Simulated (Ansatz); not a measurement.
# Indium, simple cubic under RPBE: from relaxation to bulk modulus, part 1 of 2

The plan for indium in the simple cubic structure: relax it, solve it on a dense k-mesh, then scale the cell to 7 volumes from 88 to 112 % of the relaxed one and try a fit of the equation of state. Spin polarisation is left out. The k-meshes are 10×10×10 for the relaxation; 16×16×16 for the dense run; 11×11×11 for the volumes.

This is In in the simple cubic structure; at room conditions it is tetragonal.

Computed with Ansatz 0.2.0 (DFT RPBE, plane waves (420 eV) with PAW, scalar-relativistic; the PAW data stem from PBE, with regenerated cores, unless a step says otherwise).

**1. Starting point**

Symmetry: Pm-3m, No. 221, cubic system. Conventional cell: a = 3.045 Å, b = 3.045 Å, c = 3.045 Å, α = 90.00°, β = 90.00°, γ = 90.00°. In (site symmetry m-3m) has 6 In at 3.05 Å as nearest neighbours.

Coordinates:

```cif
data_structure
_symmetry_space_group_name_H-M 'P 1'
_symmetry_Int_Tables_number 1
_cell_length_a 3.0451
_cell_length_b 3.0451
_cell_length_c 3.0451
_cell_angle_alpha 90.000
_cell_angle_beta 90.000
_cell_angle_gamma 90.000
_cell_volume 28.24
loop_
_atom_site_label
_atom_site_type_symbol
_atom_site_fract_x
_atom_site_fract_y
_atom_site_fract_z
_atom_site_occupancy
In1 In 0.00000 0.00000 0.00000 1
```

**2. Relaxing cell and atoms**

input.yaml

```yaml
crystal:
  lattice:
    - [3.0450626401, 0.0, 0.0]
    - [0.0, 3.0450626401, 0.0]
    - [0.0, 0.0, 3.0450626401]
  atoms:
    - { symbol: In, position: [0.0, 0.0, 0.0] }
hamiltonian:
  xc: rpbe
  pseudopotentials:
    kind: paw
    azcp:
      In: "pseudopotentials/In.paw.azcp"
basis:
  ecutwfc: 420
  fft_grid_basis: typed
kpoints:
  mp_grid: { grid: [10, 10, 10], shift: [0, 0, 0] }
magnetization:
  spin_polarized: false
scf:
  occupations: { method: fermi_dirac, width: 0.1 }
relax:
  max_steps: 60
  f_tol: 0.01
  cell: {}
```

Launch:

```bash
> ansatz run input.yaml --threads 2 --pin off --max-ram 5120MiB --backend cpu --events-out ev --progress --plain --runs-dir out
```

The program printed:

```text
Warning: RAYON_NUM_THREADS=2 ignored (pool sized by the plan → 2); use --threads N
Engine: ansatz 0.2.0, x86_64-unknown-linux-gnu
Pseudopotentials: kind: paw
Pseudopotential: In, paw, valence charge 13, recommended cutoff 420 eV (normal), <dir>
Functional definition: RPBE
  parameter kappa = 0.804
  parameter beta = 0.06672455060314922
  exchange = rpbe_x(kappa = kappa, mu = beta*pi^2/3)
  correlation = pbe_c(beta = beta)
Crystal: 1 atoms, lattice volume = 28.235 Å³
Basis set: ecut = 420 eV, 515 PW (Γ), exchange–correlation on 48×48×48 points (8 copies of the dense FFT grid, shifted against one another)
Bands: 11, of which v1, the nominal top of the filled ones, is band 7 counted from 1 (6 counted from 0)
Symmetry: 48 space group operations
Space group: Pm-3m (ITA 221), of the structure as read, at distance tolerance 3.0e-5 Å
k-points: 56 of 1000
Non-local potential: In, projectors of the file, l = 0: 2, l = 1: 2, l = 2: 2, l = 3: 2
PAW form: soft (Blöchl's): semilocal exchange-correlation on the pseudo side does not see the compensation charge
PAW frozen core: In, regenerated for the run's functional, and the local potential with it (the file was generated under x = pbe(κ = 0.804, μ = 0.2195149727645171), c = pbe(β = 0.06672455060314922))
PAW one-centre angular grid: In, 590 points (default); XC on 64 Gauss nodes
Initial density: superposition of atomic densities (neutral atoms: chi_scale 0, normalization atom), corrected by the library's trained network
Initial wavefunctions: pseudopotential atomic-orbital guess
Functional: x = rpbe, c = pbe(β = 0.06672455060314922)
SCF iter   1: F=—  HF=-5606.161460 eV  |F-HF|=—  |Δ(HF+E_count)|=         —  Δρ=3.46e-3  dr2=1.92e-3  ethr=1.77e-3  ⟨swp⟩=5.1  Hψ=3667  notcnv=0
preconditioner: auto → none  [metal: Δε(μ)=0.075 eV  Ē_g=19.755 eV  σ=0.100 eV  W_gap=0.18  n_scr=6 (ndim 8)  ℏωp=25.2 eV  f_vac=0.000  D(μ)=0.55/eV (n_scr^D=0)  sad-step TF]
SCF iter   2: F=—  HF=-5606.160558 eV  |F-HF|=—  |Δ(HF+E_count)|=   9.02e-4  Δρ=1.14e-3  dr2=2.08e-4  ethr=1.48e-5  ⟨swp⟩=2.1  Hψ=1337  notcnv=0
SCF iter   3: F=—  HF=-5606.160549 eV  |F-HF|=—  |Δ(HF+E_count)|=   9.03e-6  Δρ=2.95e-4  dr2=1.46e-5  ethr=1.60e-6  ⟨swp⟩=2.4  Hψ=971  notcnv=0
SCF iter   4: F=—  HF=-5606.160552 eV  |F-HF|=—  |Δ(HF+E_count)|=   3.04e-6  Δρ=4.51e-5  dr2=2.94e-7  ethr=1.12e-7  ⟨swp⟩=2.4  Hψ=964  notcnv=0
iter 5 did not close the SCF: its close was put off for the readings that it lacked (scf_convergence_deferred on its scf_iter line)
SCF iter   5: F=-5606.160552 eV  HF=-5606.160552 eV  |F-HF|=1.01e-10  |Δ(HF+E_count)|=   1.82e-8  Δρ=4.15e-6  dr2=2.03e-9  ethr=2.26e-9  ⟨swp⟩=2.0  Hψ=963  notcnv=0
SCF iter   6: F=-5606.160552 eV  HF=-5606.160552 eV  |F-HF|=8.19e-12  |Δ(HF+E_count)|=   1.12e-9  Δρ=4.77e-7  dr2=3.89e-11  ethr=1.56e-11  ⟨swp⟩=1.4  Hψ=1850  notcnv=0
SCF 1 converged in 6 iterations: F = -5606.160552 eV  dr2 = 3.89e-11
relax step   1: F+E_penalty+E_count = -5606.16055240 eV  Δ(F+E_penalty+E_count) = +0.000e0 eV  max|allowed force component| = 0.000e0 eV/Å  Δτ_max = 0.0000 Å  P = +3.256 GPa  Ω = 28.235 Å³  (6 SCF iters, dr2 threshold 1.00e-7 eV, accepted)
Crystal: 1 atoms, lattice volume = 30.651 Å³
Basis set: ecut = 420 eV, 619 PW (Γ), exchange–correlation on 48×48×48 points (8 copies of the dense FFT grid, shifted against one another)
Initial density: handed on by an earlier stage of this run
Initial wavefunctions: those handed on with the density
iter 1 solved again at ethr=4.74e-6 eV; its pass at ethr=3.10e-3 eV (dr2=6.16e-4 eV) is discarded
SCF iter   1: F=—  HF=-5606.185372 eV  |F-HF|=—  |Δ(HF+E_count)|=         —  Δρ=1.54e-3  dr2=7.59e-4  ethr=4.74e-6  ⟨swp⟩=2.7  Hψ=5822  notcnv=0
preconditioner: auto → none  [metal: Δε(μ)=0.064 eV  Ē_g=19.287 eV  σ=0.100 eV  W_gap=0.16  n_scr=6 (ndim 8)  ℏωp=24.2 eV  f_vac=0.000  D(μ)=0.56/eV (n_scr^D=0)]
SCF iter   2: F=—  HF=-5606.185322 eV  |F-HF|=—  |Δ(HF+E_count)|=   5.08e-5  Δρ=9.06e-4  dr2=1.19e-4  ethr=4.74e-6  ⟨swp⟩=2.0  Hψ=956  notcnv=0
SCF iter   3: F=—  HF=-5606.185387 eV  |F-HF|=—  |Δ(HF+E_count)|=   6.58e-5  Δρ=2.62e-4  dr2=1.34e-5  ethr=9.18e-7  ⟨swp⟩=1.8  Hψ=676  notcnv=0
SCF iter   4: F=—  HF=-5606.185397 eV  |F-HF|=—  |Δ(HF+E_count)|=   9.16e-6  Δρ=2.06e-5  dr2=1.76e-7  ethr=1.03e-7  ⟨swp⟩=2.6  Hψ=888  notcnv=0
SCF iter   5: F=-5606.185397 eV  HF=-5606.185397 eV  |F-HF|=4.86e-10  |Δ(HF+E_count)|=   2.27e-7  Δρ=2.08e-6  dr2=6.61e-10  ethr=7.69e-10  ⟨swp⟩=4.4  Hψ=1783  notcnv=0
SCF 2 converged in 5 iterations: F = -5606.185397 eV  dr2 = 6.61e-10
relax step   2: F+E_penalty+E_count = -5606.18539680 eV  Δ(F+E_penalty+E_count) = -2.484e-2 eV  max|allowed force component| = 0.000e0 eV/Å  Δτ_max = 0.0000 Å  P = +0.347 GPa  Ω = 30.651 Å³  energy of the carried Pulay correction = -6.508e-4 eV  (5 SCF iters, dr2 threshold 1.00e-7 eV, accepted)
Crystal: 1 atoms, lattice volume = 30.968 Å³
iter 1 solved again at ethr=7.66e-8 eV; its pass at ethr=3.10e-3 eV (dr2=9.96e-6 eV) is discarded
SCF iter   1: F=—  HF=-5606.185717 eV  |F-HF|=—  |Δ(HF+E_count)|=         —  Δρ=1.77e-4  dr2=9.88e-6  ethr=7.66e-8  ⟨swp⟩=3.7  Hψ=5339  notcnv=0
preconditioner: auto → none  [metal: Δε(μ)=0.070 eV  Ē_g=19.201 eV  σ=0.100 eV  W_gap=0.17  n_scr=6 (ndim 8)  ℏωp=24.1 eV  f_vac=0.000  D(μ)=0.56/eV (n_scr^D=0)]
SCF iter   2: F=—  HF=-5606.185715 eV  |F-HF|=—  |Δ(HF+E_count)|=   1.69e-6  Δρ=1.06e-4  dr2=1.64e-6  ethr=7.60e-8  ⟨swp⟩=2.4  Hψ=981  notcnv=0
SCF iter   3: F=—  HF=-5606.185716 eV  |F-HF|=—  |Δ(HF+E_count)|=   9.00e-7  Δρ=2.91e-5  dr2=1.73e-7  ethr=1.26e-8  ⟨swp⟩=1.8  Hψ=669  notcnv=0
SCF iter   4: F=-5606.185716 eV  HF=-5606.185716 eV  |F-HF|=2.25e-9  |Δ(HF+E_count)|=   1.56e-7  Δρ=2.37e-6  dr2=2.41e-9  ethr=7.69e-10  ⟨swp⟩=4.8  Hψ=1709  notcnv=0
SCF 3 converged in 4 iterations: F = -5606.185716 eV  dr2 = 2.41e-9
relax step   3: F+E_penalty+E_count = -5606.18571625 eV  Δ(F+E_penalty+E_count) = -3.195e-4 eV  max|allowed force component| = 0.000e0 eV/Å  Δτ_max = 0.0000 Å  P = +0.059 GPa  Ω = 30.968 Å³  energy of the carried Pulay correction = -7.297e-4 eV  (4 SCF iters, dr2 threshold 1.00e-7 eV, accepted)
Crystal: 1 atoms, lattice volume = 31.032 Å³
iter 1 solved again at ethr=2.61e-9 eV; its pass at ethr=3.10e-3 eV (dr2=3.39e-7 eV) is discarded
SCF iter   1: F=—  HF=-5606.185714 eV  |F-HF|=—  |Δ(HF+E_count)|=         —  Δρ=3.61e-5  dr2=3.91e-7  ethr=2.61e-9  ⟨swp⟩=4.0  Hψ=5354  notcnv=0
preconditioner: auto → none  [metal: Δε(μ)=0.070 eV  Ē_g=19.187 eV  σ=0.100 eV  W_gap=0.17  n_scr=6 (ndim 8)  ℏωp=24.0 eV  f_vac=0.000  D(μ)=0.57/eV (n_scr^D=0)]
SCF iter   2: F=—  HF=-5606.185713 eV  |F-HF|=—  |Δ(HF+E_count)|=   1.14e-6  Δρ=2.17e-5  dr2=7.11e-8  ethr=2.61e-9  ⟨swp⟩=2.1  Hψ=967  notcnv=0
SCF iter   3: F=-5606.185713 eV  HF=-5606.185713 eV  |F-HF|=5.56e-9  |Δ(HF+E_count)|=   4.81e-8  Δρ=5.73e-6  dr2=7.30e-9  ethr=6.71e-11  ⟨swp⟩=3.5  Hψ=2210  notcnv=0
SCF 4 converged in 3 iterations: F = -5606.185713 eV  dr2 = 7.30e-9
relax step   4: F+E_penalty+E_count = -5606.18571290 eV  Δ(F+E_penalty+E_count) = +3.345e-6 eV  max|allowed force component| = 0.000e0 eV/Å  Δτ_max = 0.0000 Å  P = +0.003 GPa  Ω = 31.032 Å³  energy of the carried Pulay correction = -7.454e-4 eV  (3 SCF iters, dr2 threshold 8.73e-9 eV, accepted)
Initial wavefunctions: pseudopotential atomic-orbital guess (no wavefunctions were taken with the density)
iter 1 solved again at ethr=7.58e-8 eV; its pass at ethr=3.10e-3 eV (dr2=9.86e-6 eV) is discarded
SCF iter   1: F=—  HF=-5606.186376 eV  |F-HF|=—  |Δ(HF+E_count)|=         —  Δρ=1.74e-4  dr2=1.88e-6  ethr=7.58e-8  ⟨swp⟩=3.5  Hψ=5504  notcnv=0
preconditioner: auto → none  [metal: Δε(μ)=0.071 eV  Ē_g=19.186 eV  σ=0.100 eV  W_gap=0.17  n_scr=6 (ndim 8)  ℏωp=24.0 eV  f_vac=0.000  D(μ)=0.57/eV (n_scr^D=0)]
SCF iter   2: F=—  HF=-5606.186374 eV  |F-HF|=—  |Δ(HF+E_count)|=   1.20e-6  Δρ=7.39e-5  dr2=3.39e-7  ethr=1.45e-8  ⟨swp⟩=2.0  Hψ=900  notcnv=0
SCF iter   3: F=—  HF=-5606.186375 eV  |F-HF|=—  |Δ(HF+E_count)|=   7.43e-7  Δρ=1.96e-5  dr2=1.86e-8  ethr=2.61e-9  ⟨swp⟩=2.6  Hψ=854  notcnv=0
SCF iter   4: F=—  HF=-5606.186375 eV  |F-HF|=—  |Δ(HF+E_count)|=   6.96e-8  Δρ=2.54e-6  dr2=7.28e-10  ethr=1.43e-10  ⟨swp⟩=2.0  Hψ=981  notcnv=0
SCF iter   5: F=-5606.186375 eV  HF=-5606.186375 eV  |F-HF|=6.37e-12  |Δ(HF+E_count)|=   1.31e-9  Δρ=1.13e-7  dr2=1.42e-12  ethr=1.00e-12  ⟨swp⟩=4.2  Hψ=2689  notcnv=0
SCF 5 converged in 5 iterations: F = -5606.186375 eV  dr2 = 1.42e-12
relax step   5: F+E_penalty+E_count = -5606.18637530 eV  Δ(F+E_penalty+E_count) = -6.624e-4 eV  max|allowed force component| = 0.000e0 eV/Å  Δτ_max = 0.0000 Å  P = -0.011 GPa  Ω = 31.032 Å³  stress off target by 1.10e-2 GPa  SCF on the basis re-selected at this cell (its energy is not comparable with the rows above)  (5 SCF iters)
basis re-selected at this cell: Δ(F+E_penalty+E_count) = -6.624e-4 eV, ΔP = -0.014 GPa vs the last step (what re-selecting the basis moved, of the pressure what is left beyond the Pulay correction that the steps carried, after the strain that the cell walked since its last selection, with what the two solves' SCF thresholds leave and, on support functions, any second-order correction that the steps lacked; it is no measure of the basis error at this ecutwfc). This SCF's stress stands 1.10e-2 GPa from its target on what of the cell is left free (relax.cell.stress_tol is 5.00e-2 GPa) and its largest allowed force component is 0.00e0 eV/Å (relax.f_tol is 1.00e-2 eV/Å): within both
SCF converged after 5 iterations
Free energy (F): -5606.186375 eV
Harris-Foulkes:  -5606.186375 eV  (|F-HF|=6.37e-12)
Internal energy: -5606.168434 eV  (E = F + TS)
E sigma→0 (E₀):  -5606.177404 eV
Entropy (-TS):   -0.017942 eV (-17.942 meV/atom)
Fermi energy:    8.099426 eV
--- Per-component energies (eV) ---
  E_band       = -51.235463
  E_kinetic    = 240.429411
  E_local      = -1215.372967  (includes V_loc(G=0)·N_el)
  E_nonlocal   = 365.653629
  E_hartree    = 477.992352
  E_xc         = -215.758394
  E_vxc        = -98.589000  (∫ρ·V_xc dr)
  E_paw        = -4160.564808  (= ΣΔE_a)
  E_vpaw       = -299.341237  (= ΣTr[D̂ρ^β])
  E_aug_tail   = 0.000026  (compensation charges beyond the density's cutoff)
  E_ewald      = -1098.615040
  E_core_change = 0.067356  (= ΣΔE_core)
  E_smearing   = -0.017942  (= −TS)
  E_closure    = 0.000000  (closes the sum)
  Σ components = -5606.186375   (vs F -5606.186375, Δ=0.00e0)
--- Forces (eV/Å), atoms counted from 1 ---
  atom   1  In     0.00000000     0.00000000    -0.00000000
  max |Σ_I F_I| component: 1.54e-32 eV/Å
--- Stress (GPa, compression-positive) ---
       -0.010953      -0.000000       0.000000
       -0.000000      -0.010953       0.000000
        0.000000       0.000000      -0.010953
  P = ⅓ Tr σ = -0.0110 GPa (-0.110 kbar)
--- Relaxed structure (4 steps of the walk, 4 accepted, 1 SCFs on fresh bases) ---
  F+E_penalty+E_count = -5606.18637530 eV   max|allowed force component| = 0.000e0 eV/Å   (the final SCF, on the basis selected at the relaxed cell)
  cell:  # Å, volume = 31.0316 Å³
    - [3.1424461250843985, -1.2037062152420222e-34, 1.0191379289049122e-33]
    - [-1.2037062152420222e-34, 3.1424461250843985, 0.0]
    - [1.0191379289049122e-33, 0.0, 3.1424461250843985]
  atoms:
    - { symbol: In, position: [0.0, 0.0, 0.0] }
```

Wall time 1.9 s (2 threads of Intel Xeon Platinum 8488C (Sapphire Rapids), shared host); peak memory 0.36 GiB.

The walk, from the log:

```csv
step,energy change (meV/atom),largest force (eV/Å),pressure (GPa),volume (Å³/atom)
1,0.00,0.0000,3.26,28.235
2,-24.84,0.0000,0.35,30.651
3,-25.16,0.0000,0.06,30.968
4,-25.16,0.0000,0.00,31.032
5,-25.82,0.0000,-0.01,31.032
```

Steps that repeat a cell are solved on a basis chosen anew, so their changes of energy are no gain of the relaxation.

Changes in the cell that was computed:

|  | before | after | change |
| --- | --- | --- | --- |
| a (Å) | 3.045 | 3.142 | +3.2 % |
| b (Å) | 3.045 | 3.142 | +3.2 % |
| c (Å) | 3.045 | 3.142 | +3.2 % |
| volume (Å³/atom) | 28.235 | 31.032 | +9.9 % |
| shortest distance (Å) | 3.045 | 3.142 | +3.2 % |
| space group (spins left aside) | Pm-3m | Pm-3m | same |

**3. The energy on a finer k-mesh**

input.yaml

```yaml
crystal:
  lattice:
    - [3.1424461251, 0.0, 0.0]
    - [0.0, 3.1424461251, 0.0]
    - [0.0, 0.0, 3.1424461251]
  atoms:
    - { symbol: In, position: [0.0, 0.0, 0.0] }
hamiltonian:
  xc: rpbe
  pseudopotentials:
    kind: paw
    azcp:
      In: "pseudopotentials/In.paw.azcp"
basis:
  ecutwfc: 420
  fft_grid_basis: typed
kpoints:
  mp_grid: { grid: [16, 16, 16], shift: [0, 0, 0] }
magnetization:
  spin_polarized: false
scf:
  occupations: { method: fermi_dirac, width: 0.1 }
output:
  write_density: true
  write_potential: true
  elf: true
  volumetric_format: npy
```

Launch:

```bash
> ansatz run input.yaml --threads 2 --pin off --max-ram 5120MiB --backend cpu --events-out ev --progress --plain --runs-dir out
```

The program printed:

```text
Warning: RAYON_NUM_THREADS=2 ignored (pool sized by the plan → 2); use --threads N
[... 8 set-up lines as earlier in the session ...]
Crystal: 1 atoms, lattice volume = 31.032 Å³
Basis set: ecut = 420 eV, 619 PW (Γ)
Bands: 11, of which v1, the nominal top of the filled ones, is band 7 counted from 1 (6 counted from 0)
[... 1 set-up line as earlier in the session ...]
Space group: Pm-3m (ITA 221), of the structure as read, at distance tolerance 3.1e-5 Å
k-points: 165 of 4096
[... 7 set-up lines as earlier in the session ...]
SCF iter   1: F=—  HF=-5606.178803 eV  |F-HF|=—  |Δ(HF+E_count)|=         —  Δρ=3.30e-3  dr2=1.90e-3  ethr=1.77e-3  ⟨swp⟩=5.1  Hψ=10758  notcnv=0
preconditioner: auto → none  [metal: Δε(μ)=0.053 eV  Ē_g=19.219 eV  σ=0.100 eV  W_gap=0.13  n_scr=6 (ndim 8)  ℏωp=24.0 eV  f_vac=0.000  D(μ)=0.64/eV (n_scr^D=0)  sad-step TF]
SCF iter   2: F=—  HF=-5606.177951 eV  |F-HF|=—  |Δ(HF+E_count)|=   8.52e-4  Δρ=1.10e-3  dr2=2.35e-4  ethr=1.46e-5  ⟨swp⟩=2.0  Hψ=3955  notcnv=0
SCF iter   3: F=—  HF=-5606.177960 eV  |F-HF|=—  |Δ(HF+E_count)|=   9.84e-6  Δρ=3.41e-4  dr2=2.51e-5  ethr=1.81e-6  ⟨swp⟩=1.7  Hψ=2029  notcnv=0
SCF iter   4: F=—  HF=-5606.177965 eV  |F-HF|=—  |Δ(HF+E_count)|=   4.68e-6  Δρ=4.57e-5  dr2=3.53e-7  ethr=1.93e-7  ⟨swp⟩=2.7  Hψ=2863  notcnv=0
iter 5 did not close the SCF: its close was put off for the readings that it lacked (scf_convergence_deferred on its scf_iter line)
SCF iter   5: F=-5606.177965 eV  HF=-5606.177965 eV  |F-HF|=9.12e-10  |Δ(HF+E_count)|=   2.39e-7  Δρ=6.65e-6  dr2=5.01e-9  ethr=2.71e-9  ⟨swp⟩=2.7  Hψ=2887  notcnv=0
SCF iter   6: F=-5606.177965 eV  HF=-5606.177965 eV  |F-HF|=7.28e-11  |Δ(HF+E_count)|=  2.68e-10  Δρ=1.01e-6  dr2=1.13e-10  ethr=3.85e-11  ⟨swp⟩=1.4  Hψ=5491  notcnv=0
SCF 1 converged in 6 iterations: F = -5606.177965 eV  dr2 = 1.13e-10
SCF converged after 6 iterations
Free energy (F): -5606.177965 eV
Harris-Foulkes:  -5606.177965 eV  (|F-HF|=7.28e-11)
Internal energy: -5606.157060 eV  (E = F + TS)
E sigma→0 (E₀):  -5606.167513 eV
Entropy (-TS):   -0.020905 eV (-20.905 meV/atom)
Fermi energy:    8.075693 eV
--- Per-component energies (eV) ---
  E_band       = -51.235843
  E_kinetic    = 240.423528
  E_local      = -1215.346172  (includes V_loc(G=0)·N_el)
  E_nonlocal   = 365.659032
  E_hartree    = 477.963188
  E_xc         = -215.765605
  E_vxc        = -98.595515  (∫ρ·V_xc dr)
  E_paw        = -4160.543373  (= ΣΔE_a)
  E_vpaw       = -299.303294  (= ΣTr[D̂ρ^β])
  E_aug_tail   = 0.000026  (compensation charges beyond the density's cutoff)
  E_ewald      = -1098.615040
  E_core_change = 0.067356  (= ΣΔE_core)
  E_smearing   = -0.020905  (= −TS)
  E_closure    = 0.000000  (closes the sum)
  Σ components = -5606.177965   (vs F -5606.177965, Δ=0.00e0)
--- Band table (eV; the first three rows and the last of 165) ---
  k-point 0: bands = ["-6.8554", "-6.8554", "-6.2903", "-6.2903", "-6.2903", "-0.4787", "14.9146", "14.9146", "14.9146", "17.9353", "17.9353"]
  k-point 1: bands = ["-6.8541", "-6.8397", "-6.2962", "-6.2962", "-6.2898", "-0.4173", "14.0420", "14.9840", "14.9840", "17.9760", "18.3920"]
  k-point 2: bands = ["-6.8503", "-6.7950", "-6.3131", "-6.3131", "-6.2883", "-0.2327", "12.4872", "15.1893", "15.1893", "18.0984", "18.6458"]
  k-point 164: bands = ["-6.6387", "-6.6387", "-6.6387", "-6.1125", "-6.1125", "10.0209", "10.0209", "10.0209", "10.0791", "14.9194", "14.9194"]
```

Wall time 1.3 s (2 threads of Intel Xeon Platinum 8488C (Sapphire Rapids), shared host); peak memory 0.39 GiB.

Density in a lattice plane of the grid's cell (edges 3.14 and 3.14 Å, at 0.000 of the third edge), which holds In.

Values in e/Å³, 12 rows by 12 columns:
```
 9.72  7.35  3.58  1.09  0.39  0.20  0.16  0.20  0.39  1.09  3.58  7.35
 4.65  3.58  1.81  0.64  0.28  0.16  0.13  0.16  0.28  0.64  1.81  3.58
 1.37  1.09  0.64  0.32  0.18  0.12  0.10  0.12  0.18  0.32  0.64  1.09
 0.45  0.39  0.28  0.18  0.12  0.09  0.08  0.09  0.12  0.18  0.28  0.39
 0.22  0.20  0.16  0.12  0.09  0.07  0.06  0.07  0.09  0.12  0.16  0.20
 0.17  0.16  0.13  0.10  0.08  0.06  0.06  0.06  0.08  0.10  0.13  0.16
 0.22  0.20  0.16  0.12  0.09  0.07  0.06  0.07  0.09  0.12  0.16  0.20
 0.45  0.39  0.28  0.18  0.12  0.09  0.08  0.09  0.12  0.18  0.28  0.39
 1.37  1.09  0.64  0.32  0.18  0.12  0.10  0.12  0.18  0.32  0.64  1.09
 4.65  3.58  1.81  0.64  0.28  0.16  0.13  0.16  0.28  0.64  1.81  3.58
 9.72  7.35  3.58  1.09  0.39  0.20  0.16  0.20  0.39  1.09  3.58  7.35
12.98  9.72  4.65  1.37  0.45  0.22  0.17  0.22  0.45  1.37  4.65  9.72
```
Columns run along the first of these edges and rows up along the second, over one cell in 12 and 12 even steps from the bottom left corner. Atoms in the plane (fractional): In at (0.00, 0.00).

ELF in the same plane.

Ten even steps from '0' (0.00) to '9' (0.36):
```
000035777789998777753000
001246777789998777764210
122467777789998777776422
445677777788888777777654
777877677888888877677877
777776777877777877767777
777777777766666777777777
777888877665556677888877
999998876654445667889999
999998876544444567889999
999998876654445667889999
777888877665556677888877
777777777766666777777777
777776777877777877767777
777877677888888877677877
445677777788888777777654
122467777789998777776422
001246777789998777764210
000035777789998777753000
000024777789998777742000
```
Columns run along the first of these edges and rows up along the second, over one cell in 24 and 20 even steps from the bottom left corner. Atoms in the plane (fractional): In at (0.00, 0.00).

Both are smooth fields of the valence electrons: close to the nuclei they are not physical.

**4. Equation of state: 88 %**

input.yaml

```yaml
crystal:
  lattice:
    - [3.0113557527, 0.0, 0.0]
    - [0.0, 3.0113557527, 0.0]
    - [0.0, 0.0, 3.0113557527]
  atoms:
    - { symbol: In, position: [0.0, 0.0, 0.0] }
hamiltonian:
  xc: rpbe
  pseudopotentials:
    kind: paw
    azcp:
      In: "pseudopotentials/In.paw.azcp"
basis:
  ecutwfc: 420
  fft_grid_basis: typed
kpoints:
  mp_grid: { grid: [11, 11, 11], shift: [0, 0, 0] }
magnetization:
  spin_polarized: false
scf:
  occupations: { method: fermi_dirac, width: 0.1 }
  lower_state_search: "off"
output:
  stress: true
```

Launch:

```bash
> ansatz run input.yaml --threads 2 --pin off --max-ram 5120MiB --backend cpu --events-out ev --progress --plain --runs-dir out
```

The program printed, shortened:

```text
Warning: RAYON_NUM_THREADS=2 ignored (pool sized by the plan → 2); use --threads N
[...]
[... 3 set-up lines as earlier in the session ...]
[...]
Crystal: 1 atoms, lattice volume = 27.308 Å³
Basis set: ecut = 420 eV, 515 PW (Γ)
Bands: 11, of which v1, the nominal top of the filled ones, is band 7 counted from 1 (6 counted from 0)
[... 2 set-up lines as earlier in the session ...]
k-points: 56 of 1331
[...]
SCF iter   1: F=—  HF=-5606.131456 eV  |F-HF|=—  |Δ(HF+E_count)|=         —  Δρ=3.64e-3  dr2=2.11e-3  ethr=1.77e-3  ⟨swp⟩=5.1  Hψ=3630  notcnv=0
[...]
SCF iter   6: F=-5606.130496 eV  HF=-5606.130496 eV  |F-HF|=2.18e-11  |Δ(HF+E_count)|=   1.34e-9  Δρ=6.14e-7  dr2=5.71e-11  ethr=1.15e-11  ⟨swp⟩=1.4  Hψ=1832  notcnv=0
[...]
SCF converged after 6 iterations
Free energy (F): -5606.130496 eV
[...]
E sigma→0 (E₀):  -5606.120815 eV
Entropy (-TS):   -0.019362 eV (-19.362 meV/atom)
Fermi energy:    9.620518 eV
[...]
--- Stress (GPa, compression-positive) ---
        4.827250       0.000000       0.000000
        0.000000       4.827250       0.000000
        0.000000       0.000000       4.827250
  P = ⅓ Tr σ = 4.8272 GPa (48.272 kbar)
```

Run time: 0.49 s. Hardware: 2 threads of Intel Xeon Platinum 8488C (Sapphire Rapids), shared host; peak memory 0.33 GiB.

(Continued in part 2 of 2.)
